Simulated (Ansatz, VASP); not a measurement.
# Two plane-wave programs on Ta

INCAR

```
PREC = Accurate
ENCUT = 520
EDIFF = 1E-6
ISMEAR = 0
SIGMA = 0.15
LREAL = False
LASPH = True
NELM = 60
ALGO = Normal
ISIF = 2
LWAVE = False
LCHARG = False
GGA = PS
NBANDS = 12
```

KPOINTS

```
regular mesh
0
Gamma
  20 20 20
```

Contents of POSCAR:

```
Ta
1.0
   -1.6925620000      1.6925620000      1.6099980000
    1.6925620000     -1.6925620000      1.6099980000
    1.6925620000      1.6925620000     -1.6099980000
Ta
1
Direct
    0.0000000000      0.0000000000      0.0000000000
```

Input for Ansatz:

```yaml
crystal:
  lattice:
    - [-1.692562, 1.692562, 1.609998]
    - [1.692562, -1.692562, 1.609998]
    - [1.692562, 1.692562, -1.609998]
  atoms:
    - { symbol: Ta, position: [0.0, 0.0, 0.0] }
basis:
  ecutwfc: 420
kpoints:
  mp_grid: { grid: [20, 20, 20] }
hamiltonian:
  xc: pbesol
scf:
  occupations: { method: gaussian, width: 0.15 }
output:
  forces: true
  stress: true
  eigenvalues: true
```

Change from the starting cell: strain +0.025 along x and y, -0.025 along z, atoms carried along.

Alike in both runs: task single point; functional PBEsol; k mesh 20 × 20 × 20; occupations gaussian, width 0.15 eV; no spin polarisation.

|  | VASP | Ansatz |
| --- | --- | --- |
| version | VASP 6.6.1 | Ansatz 0.2.0 |
| potentials or method | VASP PAW PBE potentials, release 64 (Ta_pv) | scalar-relativistic, plane waves, PAW |
| plane-wave cutoff (eV) | 520 | 420 |
| valence electrons in the cell | 11 | 13 |

```tsv
	VASP	Ansatz	Ansatz less VASP
gap on the k mesh at the Fermi level (eV)	none	none	-
pressure (GPa)	-7.9	-8.0	-0.11
largest component of the traceless stress (GPa)	3.28	3.29	+0.010
```

A gap of «none» marks a metal or a gap that the smearing closes. The two sets of potentials don't hold the same shells in valence.

Caveats: the PAW data sets were made with another functional, which shifts forces and pressure a little (VASP). The runs have no spin-orbit coupling, so splittings on Ta are missing.
